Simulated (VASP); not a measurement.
# MgI2 in VASP: reference runs

Aim: a first look at MgI2 with PBE, on the cell as given.

All numbers are computed with VASP 6.6.1; they aren't measurements. Logs are shortened: lines on timing, memory, paths and dates and some standing lists are left out, and cuts for length are marked.

## (1) The cell of the first run

The cell holds a slab with vacuum, 12 atoms: a = 4.154 Å, b = 8.021 Å, c = 25.138 Å, α = 90.00°, β = 90.00°, γ = 105.01°.

## (2) Single point, PBE (the (1 0 1) slab of MgI2, cut from the database cell, not relaxed)

File INCAR:

```
PREC     = Accurate       # precision mode
ENCUT    = 520            # plane-wave cutoff, eV
EDIFF    = 1E-7           # SCF threshold, eV
ISMEAR   = -1             # smearing method
SIGMA    = 0.05           # smearing width, eV
LREAL    = F              # projectors in reciprocal space
LASPH    = T              # aspherical terms in the spheres
NELM     = 100            # most SCF steps
ALGO     = Normal         # electronic algorithm
ISIF     = 2              # what is computed and relaxed
LWAVE    = F              # write WAVECAR
LCHARG   = F              # write CHGCAR
LDIPOL   = T            
IDIPOL   = 3            
DIPOL    = 0.5 0.5 0.500
GGA      = PE             # functional
NBANDS   = 44             # bands
```

File KPOINTS:

```
Automatic mesh
0
Gamma
  7 7 1
```

File POSCAR:

```
MgI2
1.0
    4.1537001214      0.0000000000      0.0000000000
   -2.0768500607      7.7477069204      0.0000000000
    0.0000000000      0.0000000000     25.1375606861
I Mg
8 4
Direct
    0.9767948070      0.9535896139      0.2983583051
    0.2387736306      0.4775472612      0.3214160341
    0.5845790258      0.1691580515      0.4251001920
    0.8465578494      0.6931156988      0.4481579210
    0.1923632446      0.3847264891      0.5518420790
    0.4543420682      0.9086841364      0.5748998080
    0.8001474634      0.6002949267      0.6785839659
    0.0621262869      0.1242525739      0.7016416949
    0.6077842188      0.2155684376      0.3098871696
    0.2155684376      0.4311368752      0.4366290565
    0.8233526564      0.6467053127      0.5633709435
    0.4311368752      0.8622737503      0.6901128304
```

Potentials or basis: VASP PAW PBE potentials, release 64 (I, Mg).

Started as:

```bash
> cat potpaw_PBE.64/I/POTCAR potpaw_PBE.64/Mg/POTCAR > POTCAR
> mpirun -np 1 vasp_std > vasp.out
```

OUTCAR:

```text
PREC = Accurate
   ENCUT = 520
   EDIFF = 1E-7
   ISMEAR = -1
   LREAL = F
   LASPH = T
   NELM = 100
   ISIF = 2
   GGA = PE

 ion  position               nearest neighbor table
   1  0.977  0.954  0.298-   9 2.92   9 2.92
   2  0.239  0.478  0.321-  10 2.92   9 2.92   9 2.92
   3  0.585  0.169  0.425-   9 2.92  10 2.92  10 2.92
   4  0.847  0.693  0.448-  10 2.92  10 2.92  11 2.92
   5  0.192  0.385  0.552-  11 2.92  11 2.92  10 2.92
   6  0.454  0.909  0.575-  12 2.92  11 2.92  11 2.92
   7  0.800  0.600  0.679-  11 2.92  12 2.92  12 2.92
   8  0.062  0.124  0.702-  12 2.92  12 2.92
   9  0.608  0.216  0.310-   3 2.92   2 2.92   2 2.92   1 2.92   1 2.92
  10  0.216  0.431  0.437-   2 2.92   4 2.92   4 2.92   3 2.92   3 2.92   5 2.92
  11  0.823  0.647  0.563-   7 2.92   5 2.92   5 2.92   6 2.92   6 2.92   4 2.92
  12  0.431  0.862  0.690-   6 2.92   8 2.92   7 2.92   7 2.92   8 2.92

  LATTYP: Found a base centered orthorhombic cell.
 ALAT       =     4.1537001214
 B/A-ratio  =     3.7305085557
 C/A-ratio  =     6.0518477385

  Lattice vectors:

 A1 = (   2.0768500607,  -7.7477069204,   0.0000000000)
 A2 = (   2.0768500607,   7.7477069204,   0.0000000000)
 A3 = (   0.0000000000,   0.0000000000,  25.1375606861)

Analysis of symmetry for initial positions (statically):
=====================================================================
 Subroutine PRICEL returns:
 Original cell was already a primitive cell.

 Routine SETGRP: Setting up the symmetry group for a
 base centered orthorhombic supercell.

 Subroutine GETGRP returns: Found  4 space group operations
 (whereof  2 operations were pure point group operations)
 out of a pool of  8 trial point group operations.

The static configuration has the point symmetry C_1h.
 The point group associated with its full space group is C_2h.

Analysis of symmetry for dynamics (positions and initial velocities):
=====================================================================
 Subroutine PRICEL returns:
 Original cell was already a primitive cell.

 Routine SETGRP: Setting up the symmetry group for a
 base centered orthorhombic supercell.

 Subroutine GETGRP returns: Found  4 space group operations
 (whereof  2 operations were pure point group operations)
 out of a pool of  8 trial point group operations.

The dynamic configuration has the point symmetry C_1h.
 The point group associated with its full space group is C_2h.

 Subroutine INISYM returns: Found  4 space group operations
 (whereof  2 operations are pure point group operations),
 and found     1 'primitive' translations

----------------------------------------------------------------------------------------

                                     Primitive cell

  volume of cell :     808.9682

  direct lattice vectors                    reciprocal lattice vectors
     4.153700121  0.000000000  0.000000000     0.240749205  0.064535224  0.000000000
    -2.076850061  7.747706920  0.000000000     0.000000000  0.129070448  0.000000000
     0.000000000  0.000000000 25.137560686     0.000000000  0.000000000  0.039781107

  length of vectors
     4.153700121  8.021238601 25.137560686     0.249248821  0.129070448  0.039781107

  position of ions in fractional coordinates (direct lattice)
     0.976794807  0.953589614  0.298358305
     0.238773631  0.477547261  0.321416034
     0.584579026  0.169158051  0.425100192
     0.846557849  0.693115699  0.448157921
     0.192363245  0.384726489  0.551842079
     0.454342068  0.908684136  0.574899808
     0.800147463  0.600294927  0.678583966
     0.062126287  0.124252574  0.701641695
     0.607784219  0.215568438  0.309887170
     0.215568438  0.431136875  0.436629057
     0.823352656  0.646705313  0.563370943
     0.431136875  0.862273750  0.690112830

  ion indices of the primitive-cell ions
   primitive index   ion index
                 1           1
                 2           2
                 3           3
                 4           4
                 5           5
                 6           6
                 7           7
                 8           8
                 9           9
                10          10
                11          11
                12          12

----------------------------------------------------------------------------------------

 KPOINTS: Automatic mesh

Automatic generation of k-mesh.
 Grid dimensions read from file:
 generate k-points for:    7    7    1

 Generating k-lattice:

  Cartesian coordinates                     Fractional coordinates (reciprocal lattice)
     0.034392744  0.009219318  0.000000000     0.142857143  0.000000000  0.000000000
     0.000000000  0.018438635  0.000000000     0.000000000  0.142857143  0.000000000
     0.000000000  0.000000000  0.039781107     0.000000000  0.000000000  1.000000000

  Length of vectors
     0.035606974  0.018438635  0.039781107

  Shift w.r.t. Gamma in fractional coordinates (k-lattice)
     0.000000000  0.000000000  0.000000000

 Subroutine IBZKPT returns following result:
 ===========================================

 Found     16 irreducible k-points:

 Following reciprocal coordinates:
            Coordinates               Weight
  0.000000  0.000000  0.000000      1.000000
  0.142857 -0.000000  0.000000      4.000000
  0.285714  0.000000  0.000000      4.000000
  0.428571  0.000000  0.000000      4.000000
  0.000000  0.142857  0.000000      2.000000
  0.142857  0.142857  0.000000      4.000000
[... 8 lines left out ...]
  0.000000  0.428571  0.000000      2.000000
  0.142857  0.428571  0.000000      2.000000
   k-points           NKPTS =     16   k-points in BZ     NKDIM =     16   number of bands    NBANDS=     44
   number of dos      NEDOS =    301   number of ions     NIONS =     12
   total plane-waves  NPLWV = 368640
   dimension x,y,z NGX =    32 NGY =   60 NGZ =  192
   dimension x,y,z NGXF=    64 NGYF=  120 NGZF=  384
   ions per type =               8   4
   NGX,Y,Z   is equivalent  to a cutoff of  12.81, 12.44, 12.70 a.u.
   NGXF,Y,Z  is equivalent  to a cutoff of  25.62, 24.87, 25.40 a.u.
 SYSTEM =  unknown system
   PREC   = accura    normal or accurate (medium, high low for compatibility)
   ISTART =      0    job   : 0-new  1-cont  2-samecut
   ICHARG =      2    charge: 1-file 2-atom 10-const
   ISPIN  =      1    spin polarized calculation?
   LNONCOLLINEAR =      F non collinear calculations
   LSORBIT =      F    spin-orbit coupling
   LASPH  =      T    aspherical Exc in radial PAW
   ENCUT  =  520.0 eV  38.22 Ry    6.18 a.u.   7.72 14.91 46.74*2*pi/ulx,y,z
   NELM   =    100;   NELMIN=  2; NELMDL= -5     # of ELM steps
   EDIFF  = 0.1E-06   stopping-criterion for ELM
   LREAL  =      F    real-space projection
   EDIFFG = 0.1E-05   stopping-criterion for IOM
   NSW    =      0    number of steps for IOM
   IBRION =     -1    ionic relax: 0-MD 1-quasi-New 2-CG
   NFREE  =      0    steps in history (QN), initial steepest desc. (CG)
   ISIF   =      2    stress and relaxation
   ISYM   =      2    0-nonsym 1-usesym 2-fastsym
   POTIM  = 0.5000    time-step for ionic-motion
   TEBEG  =    0.0;   TEEND  =   0.0 temperature during run
   PSTRESS=    0.0 pullay stress
   NELECT =      64.0000    total number of electrons
   NUPDOWN=      -1.0000    fix difference up-down
   EMIN   =  10.00;   EMAX   =-10.00  energy-range for DOS
   EFERMI =   0.00;   METHOD = LEGACY
   ISMEAR =    -1;   SIGMA  =   0.05  broadening in eV -4-tet -1-fermi 0-gaus
   EFERMI_NEDOS =   21; number of points for ismear=-14 and -15
   IALGO  =     38    algorithm
   IMIX   =      4    mixing-type and parameters
     AMIX     =   0.40;   BMIX     =  1.00
     AMIX_MAG =   1.60;   BMIX_MAG =  1.00
  volume/ion in A,a.u.               =      67.41       454.93
  Fermi-wavevector in a.u.,A,eV,Ry     =   0.702788  1.328077  6.720067  0.493911
  Thomas-Fermi vector in A             =   1.787582
   LORBIT       =      0    0 simple, 1 ext, 2 COOP (PROOUT), +10 PAW based schemes
   GGA     = PE    functional components
   LHFCALC =     F    Hartree Fock is set to
   AEXX    =    0.0000 exact exchange contribution
   IVDW    =     0    specifies the selected vdW correction
   LEPSILON=     F    determine dielectric tensor
   LRPA    =     F    only Hartree local field effects (RPA)
 non-spin polarized calculation
  energy-cutoff  :      520.00
  volume of cell :      808.97
 maximum number of plane-waves:     21847
   NGX = 15   NGY = 29   NGZ = 93

 dipolmoment           0.000000      0.000000      0.000000 electrons x Angstroem

 number of electron      64.0000001 magnetization

 dipolmoment           0.000000      0.000000     -0.000000 electrons x Angstroem

 Free energy of the ion-electron system (eV)
  ---------------------------------------------------
  ext. energy  EPLUGINS =         0.00000000
  ---------------------------------------------------
  free energy    TOTEN  =       -29.99496175 eV

  energy without entropy =      -29.99496175  energy(sigma->0) =      -29.99496175

 E-fermi :  -0.5514     XC(G=0):  -4.6222

 val. band max:       -1.7041601738   @ k =   0.0000   0.4286   0.0000
 cond. band min:       1.4569105514   @ k =   0.0000   0.0000   0.0000
 fundamental gap:      3.1610707252
 Fermi energy:        -0.5514426817

 k-point     1 :       0.0000    0.0000    0.0000
  band No.  band energies     occupation
      1     -13.7487      2.00000
      2     -13.6222      2.00000
      3     -13.3466      2.00000
      4     -13.0474      2.00000
      5     -12.9945      2.00000
      6     -12.9740      2.00000
[... 36 lines left out ...]
     43       4.1018      0.00000
     44       4.1842      0.00000
[... 664 lines left out ...]
      4     -13.1572      2.00000
      5     -12.9985      2.00000
      6     -12.9120      2.00000
[... 36 lines left out ...]
     43       4.3647      0.00000
     44       4.6247      0.00000

------------------------ aborting loop because EDIFF is reached ----------------------------------------

 vacuum level on the upper side and lower side of the slab       (xc-potential included)        -0.064        -0.064

  FORCE on cell =-STRESS in cart. coord.  units (eV):
  Direction    XX          YY          ZZ          XY          YZ          ZX
  --------------------------------------------------------------------------------------
  -------------------------------------------------------------------------------------
  Total       -0.3737972     -0.1629469      3.1021083      0.0000000     -0.6479717      0.0000000
  in kB       -0.7403127     -0.3227194      6.1437861      0.0000000     -1.2833205      0.0000000
  external PRESSURE =       1.6935847 kB  Pullay stress =       0.0000000 kB

 VOLUME and BASIS-vectors are now :
 -----------------------------------------------------------------------------
  energy-cutoff  :      520.00
  volume of cell :      808.97
      direct lattice vectors                 reciprocal lattice vectors
     4.153700121  0.000000000  0.000000000     0.240749205  0.064535224  0.000000000
    -2.076850061  7.747706920  0.000000000     0.000000000  0.129070448  0.000000000
     0.000000000  0.000000000 25.137560686     0.000000000  0.000000000  0.039781107

 POSITION                                       TOTAL-FORCE (eV/Angst)
 -----------------------------------------------------------------------------------
      2.07685      7.38813      7.50000         0.000000      0.624075     -0.383389
      0.00000      3.69990      8.07962        -0.000000      0.015670     -0.501063
      2.07685      1.31059     10.68598         0.000000      0.082950      0.032104
      2.07685      5.37006     11.26560        -0.000000      0.007172     -0.073573
      0.00000      2.98075     13.87196         0.000000     -0.007172      0.073573
      0.00000      7.04022     14.45158         0.000000     -0.082950     -0.032104
      2.07685      4.65091     17.05795         0.000000     -0.015670      0.501063
     -0.00000      0.96267     17.63756         0.000000     -0.624075      0.383389
      2.07685      1.67016      7.78981         0.000000     -0.620334      0.510071
      0.00000      3.34032     10.97579         0.000000     -0.068432      0.146803
      2.07685      5.01048     14.16177        -0.000000      0.068432     -0.146803
      0.00000      6.68064     17.34775         0.000000      0.620334     -0.510071
 -----------------------------------------------------------------------------------
    total drift:                                0.000000     -0.000000     -0.000012

  FREE ENERGIE OF THE ION-ELECTRON SYSTEM (eV)
  ---------------------------------------------------
  free  energy   TOTEN  =       -29.9949617483 eV

  energy  without entropy=      -29.9949617482  energy(sigma->0) =      -29.99496175

 vacuum level on the upper side and lower side of the slab         4.075         4.075
```

It took 14 min on 1 thread of Intel Xeon 6975P-C (Granite Rapids), shared host; peak memory 0.96 GiB.

Results:

| Quantity | Value |
| --- | --- |
| Free energy | -29.9950 eV |
| Largest force | 0.803 eV/Å |
| Band gap on the k mesh | 3.16 eV, indirect (least direct gap 3.17 eV) |

Forces in eV/Å, atoms in the order of the input:
```
I    0.000  0.624 -0.383
I    0.000  0.016 -0.501
I    0.000  0.083  0.032
I    0.000  0.007 -0.074
I    0.000 -0.007  0.074
I    0.000 -0.083 -0.032
I    0.000 -0.016  0.501
I    0.000 -0.624  0.383
Mg   0.000 -0.620  0.510
Mg   0.000 -0.068  0.147
Mg   0.000  0.068 -0.147
Mg   0.000  0.620 -0.510
```

Caveat: spin-orbit coupling is left out, which moves the levels of the heavy elements.
